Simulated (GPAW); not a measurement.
Set up this calculation in GPAW 26.7.0, as an ASE script.

- Task: single point
- Functional: PBE
- Potentials or basis: GPAW PAW data sets (gpaw-data 1.2.1)
- Cutoff: 800 eV
- Basis: pw
- k mesh: 20 × 20 × 20
- Occupations: fermi-dirac, width 0.05 eV
- Spin: no spin polarisation
- Maxiter: 75

The structure of BN lies in POSCAR:

```
BN
1.0
    0.0000000000      1.8130010000      1.8130010000
    1.8130010000      0.0000000000      1.8130010000
    1.8130010000      1.8130010000      0.0000000000
N B
1 1
Direct
    0.2500000000      0.2500000000      0.2500000000
    0.0000000000      0.0000000000      0.0000000000
```

The cell is a database's computed one.

One way to write it, as run:

run.py

```python
from ase.dft.bandgap import bandgap
from ase.io import read, write
from ase.units import GPa
from gpaw import GPAW, PW

atoms = read('POSCAR')

calc = GPAW(mode=PW(800),
            xc='PBE',
            kpts={'size': (20, 20, 20), 'gamma': True},
            occupations={'name': 'fermi-dirac', 'width': 0.05},
            nbands=11,
            convergence={'density': 1e-05, 'energy': 1e-05},
            maxiter=75,
            txt='gpaw.txt')
atoms.calc = calc
energy = atoms.get_potential_energy()
forces = atoms.get_forces()
stress = atoms.get_stress()
calc.write('gs.gpw')
write('result.traj', atoms)
print(f'Energy: {energy:.6f} eV')
print('Forces (eV/A):')
print(forces.round(4))
print('Stress (GPa):', (stress / GPa).round(3))
print('Fermi level:', round(calc.get_fermi_level(), 4), 'eV')
print(f'Gap: {bandgap(calc)[0]:.4f} eV, direct: {bandgap(calc, direct=True)[0]:.4f} eV')
```

Potentials or basis: GPAW PAW data sets (gpaw-data 1.2.1), pw.

Launch:

```sh
$ OMP_NUM_THREADS=1 python run.py
```

Results of the run:

| Property | Result |
| --- | --- |
| Pressure | -1.6 GPa |
| Band gap on the k mesh | 4.46 eV, indirect (least direct gap 8.79 eV) |

Wall time 45 s on 1 thread of Arm Neoverse V1, on a shared host, peak memory 0.19 GiB.
